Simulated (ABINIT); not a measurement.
Runs of ABINIT 10.8.3 (patched build) on Ni. It takes space group Fm-3m (No. 225, cubic). Conventional cell: a = 3.475 Å, b = 3.475 Å, c = 3.475 Å, α = 90.00°, β = 90.00°, γ = 90.00°. Around Ni (site symmetry m-3m) lie 12 Ni at 2.46 Å. 

```tsv
task	level	potentials or basis	cell	k mesh	smearing	cutoff smearing ecutsm (Ha)	bands in the sums	broadening (eV)	scissor shift (eV)	tensor components	gap on the mesh (eV)	pressure (GPa)	moment (μB)
single point	PBEsol	PseudoDojo NC SR PBEsol v0.4.1 standard	cell relaxed	10 × 10 × 10	fermi-dirac 0.05 eV	-	-	-	-	-	none	0.0	(b)
optical spectrum	PBEsol	PseudoDojo NC SR PBEsol v0.4.1 standard	cell relaxed at zero pressure by an earlier run	14 × 14 × 14, with 4 shifts	gaussian 0.136 eV	0.5	15	0.1	0	[11]	-	-0.6	0.62
single point	PBE	PseudoDojo NC SR PBE v0.4.1 standard	cell relaxed	10 × 10 × 10	fermi-dirac 0.05 eV	-	-	-	-	-	none	0.0	0.73
phonons at a zone-boundary q	PBE	PseudoDojo NC SR PBE v0.4.1 standard	cell relaxed at zero pressure by an earlier run	12 × 12 × 12	fermi-dirac 0.136 eV	0.5	-	-	-	-	none	(a)	0.64
relaxation of cell and atoms	PBE	PseudoDojo NC SR PBE v0.4.1 standard	relaxed	10 × 10 × 10	fermi-dirac 0.05 eV	0.5	-	-	-	-	none	0.0	0.73
```

Alike in all rows: spin collinear, ferromagnetic start; cutoff (eV) 1333.

Task: Fill in the values left out.

Result: (a) 0.3; (b) 0.72.

Caveats: the intraband (Drude) term is left out (some runs); spectra need much finer meshes, so this one isn't converged (some runs); independent-particle spectra lack excitons (some runs).

A gap of «none» marks a metal or a gap under the smearing width.
